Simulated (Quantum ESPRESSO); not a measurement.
**Ge under changes of volume**

One of the cells (18.524 Å³/atom); the others are scaled copies at fixed shape and fractional positions:

```
Ge
1.0
    -2.57449    2.57449    1.39741
     2.57449   -2.57449    1.39741
     2.57449    2.57449   -1.39741
Ge
2
Direct
  0.50000 0.50000 0.00000
  0.25000 0.75000 0.50000
```

This isn't the form of Ge at room conditions, which is diamond.

* Program: Quantum ESPRESSO 7.5
* Functional: PBE
* Potentials or basis: SSSP 1.3 efficiency PBE
* Cutoff: 748 eV
* Density cutoff: 5987 eV
* k mesh: 11 × 11 × 11
* Occupations: fermi-dirac, width 0.05 eV
* Spin: no spin polarisation

```tsv
volume (Å³/atom)	energy over the lowest point (meV/atom)	pressure (GPa)
17.413	48.21	8.9
17.783	?	?
18.154	16.77	4.9
18.524	7.53	3.2
18.895	2.05	1.6
19.265	0.00	0.2
19.636	1.05	-1.1
```

Problem. What does the run at 17.783 Å³/atom give?

Solution. Energy over the lowest point 30.17 meV/atom; pressure 6.8 GPa.

Worked out: A Birch-Murnaghan fit of order 3 (a polynomial in V^(-2/3)) to the other rows has its minimum at 19.32 Å³/atom with B0 = V·E''(V) = 69 GPa and B' = 4.1 at fixed shape and positions, which overstates the stiffness. It gives 30.21 meV/atom at 17.783 Å³/atom, against the run's 30.17, and -dE/dV = 6.8 GPa, against 6.8.

Energies are extrapolated to zero smearing.
